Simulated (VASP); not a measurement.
Input of a VASP 6.6.1 run:

The input INCAR:

```
  PREC = Accurate
  ENCUT = 520
  EDIFF = 1E-6
  ISMEAR = 0
  SIGMA = 0.05
  LREAL = F
  LASPH = T
  NELM = 100
  ALGO = Fast
  ISIF = 2
  LWAVE = F
  LCHARG = F
  LDIPOL = T
  IDIPOL = 3
  DIPOL = 0.5 0.5 0.500
  GGA = PE
  NBANDS = 56
```

Contents of KPOINTS:

```
Automatic mesh
0
Gamma
  9 9 1
```

POSCAR

```
HfO2
1.0
    3.6045556798      0.0000000000      0.0000000000
   -1.8022778399      3.1216367881      0.0000000000
    0.0000000000      0.0000000000     25.3008758592
O Hf
8 4
Direct
    0.0000000000      0.0000000000      0.2964324256
    0.3333333333      0.6666666667      0.3545945897
    0.6666666667      0.3333333333      0.4127567538
    0.0000000000      0.0000000000      0.4709189179
    0.3333333333      0.6666666667      0.5290810821
    0.6666666667      0.3333333333      0.5872432462
    0.0000000000      0.0000000000      0.6454054103
    0.3333333333      0.6666666667      0.7035675744
    0.6666666667      0.3333333333      0.3255135076
    0.3333333333      0.6666666667      0.4418378359
    0.0000000000      0.0000000000      0.5581621641
    0.6666666667      0.3333333333      0.6744864924
```

Potentials or basis: VASP PAW PBE potentials, release 64 (O, Hf_pv).

Launch:

```sh
$ cat potpaw_PBE.64/O/POTCAR potpaw_PBE.64/Hf_pv/POTCAR > POTCAR
$ mpirun -np 1 vasp_std > vasp.out
```

What does it give for the band gap on the k mesh?

4.06 eV, direct.

Estimate the largest force.

1.064 eV/Å.

Forces on the atoms (eV/Å):
```
O    0.000  0.000 -0.494
O    0.000  0.000  0.323
O    0.000  0.000 -0.402
O    0.000  0.000 -0.019
O    0.000  0.000  0.019
O    0.000  0.000  0.402
O    0.000  0.000 -0.323
O    0.000  0.000  0.494
Hf   0.000  0.000  1.064
Hf   0.000  0.000 -0.296
Hf   0.000  0.000  0.296
Hf   0.000  0.000 -1.064
```

Caveat: spin-orbit coupling is left out, which moves the levels of the heavy elements.
